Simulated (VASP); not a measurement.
Wanted: the native input for a VASP 6.6.1 run.

- Task: evGW0 quasiparticle levels
- Functional: PBE
- Potentials or basis: VASP PAW PBE potentials, release 64 (Ba_sv_GW, Ti_sv_GW, O_GW)
- Cutoff: 500 eV
- k mesh: 4 × 4 × 4
- Occupations: gaussian, width 0.01 eV
- Spin: no spin polarisation
- Ladder: free
- GW scheme: evGW0
- GW iterations: 4
- Cutoff of the response function: 150
- Frequency points: 50
- Empty bands: 268
- Further INCAR settings: ALGO = EVGW0; EDIFF = 1e-08; NBANDS = 288

BaTiO3:

```
CELL_PARAMETERS angstrom
3.99980 0.00000 0.00000
0.00000 3.99980 0.00000
0.00000 0.00000 4.01800
ATOMIC_POSITIONS crystal
Ba 0.00000 0.00000 0.00000
Ti 0.50000 0.50000 0.49000
O 0.00000 0.50000 0.51700
O 0.50000 0.00000 0.51700
O 0.50000 0.50000 0.01900
```

One way to write it, as run:

POSCAR

```
BaTiO3
1.0
    3.9998000000      0.0000000000      0.0000000000
    0.0000000000      3.9998000000      0.0000000000
    0.0000000000      0.0000000000      4.0180000000
Ba Ti O
1 1 3
Direct
    0.0000000000      0.0000000000      0.0000000000
    0.5000000000      0.5000000000      0.4900000000
    0.0000000000      0.5000000000      0.5170000000
    0.5000000000      0.0000000000      0.5170000000
    0.5000000000      0.5000000000      0.0190000000
```

INCAR.step1

```
PREC     = Accurate       # precision mode
ENCUT    = 500            # plane-wave cutoff, eV
EDIFF    = 1E-8           # SCF threshold, eV
ISMEAR   = 0              # smearing method
SIGMA    = 0.01           # smearing width, eV
LREAL    = F              # projectors in reciprocal space
LASPH    = T              # aspherical terms in the spheres
NELM     = 80             # most SCF steps
ALGO     = Normal         # electronic algorithm
LWAVE    = T              # write WAVECAR
LCHARG   = F              # write CHGCAR
GGA      = PE             # functional
KPAR     = 4
```

INCAR.step2

```
PREC     = Accurate       # precision mode
ENCUT    = 500            # plane-wave cutoff, eV
EDIFF    = 1E-8           # SCF threshold, eV
ISMEAR   = 0              # smearing method
SIGMA    = 0.01           # smearing width, eV
LREAL    = F              # projectors in reciprocal space
LASPH    = T              # aspherical terms in the spheres
NELM     = 1              # most SCF steps
ALGO     = Exact          # electronic algorithm
LWAVE    = T              # write WAVECAR
LCHARG   = F              # write CHGCAR
GGA      = PE             # functional
NBANDS   = 288            # bands
LOPTICS  = T              # frequency-dependent dielectric function
ISTART   = 1            
KPAR     = 4
```

INCAR.step3

```
PREC     = Accurate       # precision mode
ENCUT    = 500            # plane-wave cutoff, eV
EDIFF    = 1E-8           # SCF threshold, eV
ISMEAR   = 0              # smearing method
SIGMA    = 0.01           # smearing width, eV
LREAL    = F              # projectors in reciprocal space
LASPH    = T              # aspherical terms in the spheres
ALGO     = EVGW0          # electronic algorithm
LWAVE    = F              # write WAVECAR
LCHARG   = F              # write CHGCAR
GGA      = PE             # functional
NELMGW   = 4            
NBANDS   = 288            # bands
ENCUTGW  = 150            # cutoff of the response function
NOMEGA   = 50             # frequency points
PRECFOCK = Fast         
ISTART   = 1            
NBANDSGW = 28           
KPAR     = 4
```

KPOINTS

```
regular mesh
0
Gamma
  4 4 4
```

Potentials or basis: VASP PAW PBE potentials, release 64 (Ba_sv_GW, Ti_sv_GW, O_GW).

Run with:

```sh
$ cat potpaw_PBE.64/Ba_sv_GW/POTCAR potpaw_PBE.64/Ti_sv_GW/POTCAR potpaw_PBE.64/O_GW/POTCAR > POTCAR
$ cp INCAR.step1 INCAR
$ mpirun -np 4 vasp_std > vasp.out
$ cp INCAR.step2 INCAR
$ mpirun -np 4 vasp_std > vasp.out
$ cp INCAR.step3 INCAR
$ mpirun -np 4 vasp_std > vasp.out
```

It gave:

```json
{
 "Band gap on the k mesh, mean-field level": "1.82 eV, indirect (least direct gap 2.08 eV)",
 "Quasiparticle gap": "3.94 eV",
 "Least direct quasiparticle gap": "4.16 eV"
}
```

Caveat: bands, screening cutoff and mesh are small and nothing is extrapolated, so the quasiparticle values aren't converged; spin-orbit coupling is left out, which moves the levels of the heavy elements.

Wall time 40 min on 4 MPI ranks on Intel(R) Xeon(R) Platinum 8488C (Sapphire Rapids) (shared host), peak memory 1.2 GiB a rank.
